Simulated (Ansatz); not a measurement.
# Structures of TiO2: which is lowest?

Plane-wave DFT in Ansatz with scalar-relativistic PAW potentials, cutoff 500 eV, Γ-centred meshes chosen by cell and gap, Gaussian smearing with energies taken to zero width. Every cell was relaxed (cell and atoms) in a run of its own, within the symmetry of its start. Functional: r2SCAN.

Relaxed structures (starts from databases or built by putting these elements on another compound's sites):
A. I4/m, 12 atoms in the computed cell, a = 8.698 Å, c = 3.762 Å; sites (symmetry × multiplicity) Ti m.. × 8, O m.. × 8 + m.. × 8; start: database
B. C2/m, 12 atoms in the computed cell, a = 12.188 Å, b = 3.733 Å, c = 6.560 Å, β = 107.0°; sites (symmetry × multiplicity) Ti m × 4 + m × 4, O m × 4 + m × 4 + m × 4 + m × 4; start: database
C. Pbcn, 12 atoms in the computed cell, a = 4.545 Å, b = 5.514 Å, c = 4.894 Å; sites (symmetry × multiplicity) Ti .2. × 4, O 1 × 8; start: database
D. P2_1/c, 12 atoms in the computed cell, a = 4.804 Å, b = 4.866 Å, c = 5.041 Å, β = 99.9°; sites (symmetry × multiplicity) Ti 1 × 4, O 1 × 4 + 1 × 4; start: database
E. I4_1/amd, 6 atoms in the computed cell, a = 3.778 Å, c = 9.583 Å; sites (symmetry × multiplicity) Ti -4m2 × 4, O 2mm. × 8; start: database
F. Pbca, 24 atoms in the computed cell, a = 5.135 Å, b = 9.189 Å, c = 5.454 Å; sites (symmetry × multiplicity) Ti 1 × 8, O 1 × 8 + 1 × 8; start: database
G. P4_2/mnm, 6 atoms in the computed cell, a = 4.596 Å, c = 2.954 Å; sites (symmetry × multiplicity) Ti m.mm × 2, O m.2m × 4; start: database

Question: Rank them by energy. Could pressure change the order?

Answer:
```csv
structure,group,E − E(lowest) (meV/atom),V (Å³/atom),gap on mesh (eV)
E,I4_1/amd,0.0,11.40,2.57
B,C2/m,1.6,11.89,3.21
F,Pbca,4.7,10.72,2.74
C,Pbcn,7.6,10.22,3.05
G,P4_2/mnm,14.2,10.40,2.22
D,P2_1/c,41,9.67,2.70
A,I4/m,44,11.86,2.09
```

E and B are level within the 2 meV/atom that separate runs leave open. C is denser by 1.18 Å³/atom, so pressure favours it: ΔE/ΔV, with ΔE in eV and 1 eV/Å³ = 160.2 GPa, gives about 1.0 GPa for equal enthalpy if both cells were rigid, a rough figure since the two compress differently. Other structures may lie lower than all of these, and vibrations aren't counted.